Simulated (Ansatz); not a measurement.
Theory: DFT PBE, scalar-relativistic, plane waves, PAW in Ansatz.

Levels along Γ–X–U | K–Γ–L–W–X, in eV from a zero inside the gap, sorted by energy at each point. Points in fractions of the primitive reciprocal vectors: Γ (0.000 0.000 0.000), X (0.500 0.000 0.500), U (0.625 0.250 0.625), K (0.375 0.375 0.750), L (0.500 0.500 0.500), W (0.500 0.250 0.750).
```csv
point,"k (1/Å, with 2π)",band 16,band 17,band 18,band 19,band 20,band 21,band 22
Γ,0.000,-7.17,-2.48,-2.48,-2.48,1.97,1.97,3.78
-,0.176,-6.95,-2.96,-2.48,-2.48,2.04,2.15,4.08
-,0.352,-6.34,-4.05,-2.47,-2.47,2.22,2.44,4.82
-,0.528,-5.42,-5.29,-2.52,-2.52,2.51,2.58,5.70
-,0.704,-6.31,-4.33,-2.67,-2.67,2.47,2.85,6.59
-,0.880,-5.89,-3.20,-2.94,-2.94,2.21,3.20,5.74
-,1.056,-5.49,-3.26,-3.26,-2.26,1.97,3.46,4.96
X,1.233,-5.31,-3.43,-3.43,-1.87,1.87,3.55,4.62
-,1.295,-5.31,-3.44,-3.42,-1.88,1.89,3.55,4.62
-,1.357,-5.30,-3.49,-3.41,-1.89,1.95,3.55,4.64
-,1.419,-5.29,-3.56,-3.38,-1.92,2.03,3.54,4.66
-,1.482,-5.28,-3.67,-3.35,-1.96,2.13,3.53,4.70
-,1.544,-5.26,-3.79,-3.31,-2.02,2.24,3.51,4.75
-,1.606,-5.23,-3.94,-3.26,-2.10,2.33,3.50,4.82
U,1.668,-5.20,-4.11,-3.21,-2.21,2.39,3.48,4.91
K,1.668,-5.20,-4.11,-3.21,-2.21,2.39,3.48,4.91
-,1.855,-5.03,-4.69,-3.15,-2.60,2.45,3.42,5.21
-,2.042,-5.32,-4.76,-3.66,-2.65,2.41,3.34,5.34
-,2.229,-5.07,-4.55,-4.35,-2.54,2.43,3.20,5.27
-,2.415,-5.49,-4.32,-3.83,-2.47,2.43,2.94,5.20
-,2.602,-6.34,-3.52,-3.23,-2.46,2.28,2.56,4.81
-,2.789,-6.95,-2.80,-2.71,-2.47,2.08,2.16,4.11
Γ,2.976,-7.17,-2.48,-2.48,-2.48,1.97,1.97,3.78
-,3.128,-7.02,-2.65,-2.58,-2.58,2.08,2.08,4.01
-,3.281,-6.63,-3.06,-2.83,-2.83,2.32,2.32,4.54
-,3.433,-6.08,-3.59,-3.13,-3.13,2.57,2.57,5.00
-,3.586,-5.50,-4.11,-3.40,-3.40,2.73,2.73,4.99
-,3.738,-5.00,-4.54,-3.58,-3.58,2.76,2.76,4.85
-,3.891,-4.84,-4.67,-3.67,-3.67,2.71,2.71,4.89
L,4.043,-4.95,-4.56,-3.69,-3.69,2.68,2.68,4.97
-,4.168,-5.11,-4.40,-3.73,-3.58,2.67,2.73,4.97
-,4.292,-5.43,-4.03,-3.80,-3.38,2.66,2.85,4.96
-,4.417,-5.48,-4.01,-3.46,-3.21,2.66,3.00,4.98
-,4.541,-5.21,-4.16,-3.13,-2.95,2.69,3.12,5.01
-,4.666,-4.87,-4.30,-3.15,-2.50,2.76,3.19,5.05
-,4.790,-4.56,-4.39,-3.23,-2.19,2.84,3.21,5.07
W,4.915,-4.43,-4.43,-3.29,-2.08,2.88,3.21,5.07
-,5.003,-4.63,-4.22,-3.30,-2.07,2.79,3.28,4.94
-,5.091,-4.82,-4.01,-3.32,-2.04,2.60,3.38,4.83
-,5.179,-4.99,-3.82,-3.35,-1.99,2.39,3.45,4.75
-,5.267,-5.13,-3.66,-3.38,-1.95,2.19,3.51,4.69
-,5.355,-5.23,-3.53,-3.40,-1.91,2.02,3.54,4.65
-,5.443,-5.29,-3.45,-3.42,-1.88,1.91,3.55,4.63
X,5.531,-5.31,-3.43,-3.43,-1.87,1.87,3.55,4.62
```

The cell has space group Fm-3m, 3 atoms and 38 electrons in the valence of the PAW potentials, and holds 2 elements, among them Hf; it is relaxed at this level.

Cutoff 420 eV, k mesh 8×8×8. No spin polarisation.

**Question.** Which material gives these bands?

**Answer.** HfO$_{2}$, conventional cell a = 5.098 Å (cubic). Other compounds weren't ruled out.

Spin-orbit coupling is left out, which matters for the bands of heavy elements.

Another cell of HfO2 relaxed alike, in P4_2/mnm, lies 64 meV/atom lower, so this cell isn't the stable form at this level.

It was relaxed from a cell as deposited in COD.
